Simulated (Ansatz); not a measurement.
**TiC: equation of state with PBEsol**

The system is TiC.

```
Ti C
1.0
     0.00000    2.16572    2.16572
     2.16572    0.00000    2.16572
     2.16572    2.16572    0.00000
Ti C
1 1
Direct
  0.00000 0.00000 0.00000
  0.50000 0.50000 0.50000
```

The cell is a database's computed one.

```
Program             : Ansatz 0.2.0
Task                : equation of state
Functional          : PBEsol
Potentials or basis : all-electron LAPW, scalar-relativistic
Basis error allowed : 0.0005 eV/atom
k mesh              : 11 × 11 × 11
Occupations         : fermi-dirac, width 0.05 eV
Spin                : no spin polarisation
```

The equilibrium volume is 9.89 Å³/atom. The bulk modulus is 268 GPa. The pressure derivative of the bulk modulus is 4.0.

Energy against volume, from the lowest point:
```tsv
volume (Å³/atom)	energy (meV/atom)
9.548	10.24
9.752	1.37
9.955	0.00
10.158	5.39
10.361	16.89
10.564	33.90
10.767	55.86
```

All runs of the series together: 63 s on 1 thread of Intel(R) Xeon(R) Platinum 8375C CPU @ 2.90GHz (Ice Lake), on a shared host.
